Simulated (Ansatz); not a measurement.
Runs of Ansatz 0.2.0 on FePt (Tetraferroplatinum). Symmetry: P4/mmm, No. 123, tetragonal system. The conventional cell has a = 2.724 Å, b = 2.724 Å, c = 3.720 Å, α = 90.00°, β = 90.00°, γ = 90.00°. Pt (site symmetry 4/mmm) is surrounded by 8 Fe at 2.68 Å and 4 Pt at 2.72 Å. Fe (site symmetry 4/mmm) has 8 Pt at 2.68 Å and 4 Fe at 2.72 Å as nearest neighbours. 

```tsv
task	level	potentials or basis	spin	cell	k mesh	cutoff (eV)	smearing	gap on the mesh (eV)	pressure (GPa)	moment (μB)
phonons	LDA	all-electron LAPW, scalar-relativistic	collinear, ferromagnetic start	as given	7 × 7 × 5	303	fermi-dirac 0.05 eV	none	-	(a)
single point	PBE	all-electron LAPW, scalar-relativistic	collinear, ferromagnetic start	as given	10 × 10 × 7	282	gaussian 0.016 eV	none	3.4	3.28
single point	PBE	all-electron LAPW, scalar-relativistic	collinear, ferromagnetic start	as given	10 × 10 × 7	282	gaussian 0.025 eV	none	3.3	3.28
single point	PBE	all-electron LAPW, scalar-relativistic	collinear, ferromagnetic start	as given	10 × 10 × 7	282	gaussian 0.024 eV	none	3.3	3.28
phonons	PBEsol	all-electron LAPW, scalar-relativistic	collinear, ferromagnetic start	as given	7 × 7 × 5	303	fermi-dirac 0.05 eV	none	-	3.27
single point	PBE	all-electron LAPW, scalar-relativistic	collinear, ferromagnetic start	as given	10 × 10 × 7	282	gaussian 0.017 eV	none	3.4	3.28
band structure	PBEsol	all-electron LAPW, relativistic spinors	non-collinear, ferromagnetic start, SOC	as given	7 × 7 × 5	282	fermi-dirac 0.05 eV	-	-6.3	(b)
relaxation of cell and atoms	PBE+D4	all-electron LAPW, scalar-relativistic	collinear, ferromagnetic start	relaxed	10 × 10 × 7	-	fermi-dirac 0.05 eV	-	0.0	3.26
single point	PBE	all-electron LAPW, scalar-relativistic	collinear, ferromagnetic start	as given	10 × 10 × 7	282	gaussian 0.013 eV	none	3.4	3.28
single point	PBE	all-electron LAPW, scalar-relativistic	collinear, ferromagnetic start	as given	10 × 10 × 7	282	gaussian 0.022 eV	none	3.3	3.28
band structure	PBEsol	all-electron LAPW, scalar-relativistic	collinear, ferromagnetic start	as given	10 × 10 × 7	282	fermi-dirac 0.05 eV	-	-6.0	3.28
```

Alike in all rows: basis error allowed 0.001 eV/atom.

Task: Fill in the values left out.

Result: (a) 3.17; (b) 3.25.

Caveats: the k mesh is thin for a metal, which can move the energy by tens of meV per atom (some runs); a metal's response needs a denser mesh (some runs); the magnetic state may not be the lowest (some runs); spin-orbit coupling is left out, which moves the levels of the heavy elements (some runs).

A k mesh can miss the band edges, and rows without SOC leave out spin-orbit coupling on Pt.

A gap of «none» marks a metal or a gap under the smearing width.
